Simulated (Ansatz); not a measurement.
Input and command of a plane-wave DFT calculation in Ansatz:

```yaml
crystal:
  lattice:
    - [4.0790146549, 0.0, 0.0]
    - [-2.0395073274, 3.5325303135, 0.0]
    - [0.0, 0.0, 3.0057473583]
  atoms:
    - { symbol: Cu, position: [0.0, 0.0, 0.5] }
    - { symbol: Cu, position: [0.3333333333, 0.6666666667, 0.0] }
    - { symbol: Cu, position: [0.6666666667, 0.3333333333, 0.0] }
    - { symbol: H, position: [0.0, 0.0, 0.0] }
basis:
  ecutwfc: 420
kpoints:
  mp_grid: { grid: [12, 12, 16] }
hamiltonian:
  xc: pbe
scf:
  occupations: { method: gaussian, width: 0.1 }
output:
  forces: true
  stress: true
  eigenvalues: true
relax:
  adjacent_minimum: "off"
  f_tol: 0.01
  max_steps: 80
  cell: { stress_tol: 0.05 }
```

```bash
ansatz run input.yaml --threads 1 --pin off --max-ram 2560MiB --backend cpu --events-out ev --progress --plain --runs-dir out
```

Processor: Arm Neoverse V1, 1 thread, on a host shared with other jobs.

Q: Estimate time, memory and problem size.

A: About 58 s on 1 thread of Arm Neoverse V1, with other jobs on the host, peak memory 0.47 GiB. It solves 35 bands at 171 k points (the mesh reduced by the symmetry that the task leaves, which can be less than the crystal's) with about 837 plane waves (on the last cell), in 26 SCF iterations over 4 ionic steps.
